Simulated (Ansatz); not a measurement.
## TaN: moving N off its site

TaN, P-6m2, a = 2.938 Å, c = 2.883 Å (as given, not relaxed at this level: -11.6 GPa). This isn't the usual stable structure of the compound. Ansatz: LDA, PAW, 420 eV, Γ-centred 18×18×16 mesh on 2 atoms, Gaussian smearing 0.15 eV; no spin polarisation.

```yaml
crystal:
  lattice:
    - [2.93800, 0.00000, 0.00000]
    - [-1.46900, 2.54438, 0.00000]
    - [0.00000, 0.00000, 2.88300]
  atoms:
    - { symbol: Ta, position: [0.33333, 0.66667, 0.50000] }
    - { symbol: N, position: [0.00000, 0.00000, 0.00000] }
```

Atom 2 (N) moves by x along the unit vector (0.000, 0.000, 1.000), with its periodic images; all else is held. y is the free energy of the cell over the start, F the force along the path summed over the moved atoms. Symmetry makes y even in x.

```
  x (Å) y (meV) F (eV/Å)
-0.3000        ?         ?
-0.1500    152.9      2.09
 0.0000      0.0      0.00
 0.0750     37.5     -1.01
 0.1875    242.2     -2.68
 0.2250    353.9     -3.28
 0.2625    488.8     -3.91
```

Problem. Fit y = c2 x² + c4 x⁴ to the energies of the other rows, give the force constant, and predict energy and force of the missing row.

Solution. Least squares on the rows shown. y = 6670.5 x² + 6179.5 x⁴. The force constant is 2 c2 = 13.3 eV/Å², for the cell as given, at -11.6 GPa (for all images moving together, not for a lone atom). The force −dy/dx at the missing row is 4.67 eV/Å (computed 4.55). At x = -0.3000 the fit asked for gives 650.4 meV. The run gave 647.4 meV, so the fit is 3.0 meV too high, a small miss on the scale of the series.

Spin–orbit coupling is left out, which can shift energies with elements as heavy as these.